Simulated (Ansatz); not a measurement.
CaSe built on the CsCl prototype (r2SCAN geometry), in Ansatz:

```cif
data_structure
_symmetry_space_group_name_H-M 'P 1'
_symmetry_Int_Tables_number 1
_cell_length_a 3.6348
_cell_length_b 3.6348
_cell_length_c 3.6348
_cell_angle_alpha 90.000
_cell_angle_beta 90.000
_cell_angle_gamma 90.000
_cell_volume 48.02
loop_
_atom_site_label
_atom_site_type_symbol
_atom_site_fract_x
_atom_site_fract_y
_atom_site_fract_z
_atom_site_occupancy
Ca1 Ca 0.00000 0.00000 0.00000 1
Se1 Se 0.50000 0.50000 0.50000 1
```

G0W0@PBE with 263 empty bands, a screening cutoff of 180 eV and a 4×4×4 mesh (PAW, contour deformation) gives 2.000 eV over the mesh points, from a PBE gap of 0.738 eV; it sums over 276 bands with 251 plane waves in the screening and a wave cutoff of 420 eV. G0W0 values are finite-basis, finite-mesh values. The calculation is spin-unpolarised, and the structure need not be a phase that has been made.

Problem. Estimate the gap with starting point PBE0.

Solution. 2.465 eV (+0.465 eV), from a Kohn-Sham gap of 2.214 eV.

Problem. Estimate the gap with frequency model Godby-Needs pole.

Solution. 1.948 eV (-0.052 eV), from a Kohn-Sham gap of 0.738 eV.

The runs are scalar-relativistic, without spin-orbit coupling.

The program warns that the k mesh is coarse for exact exchange in some of these runs, so their gaps aren't converged.
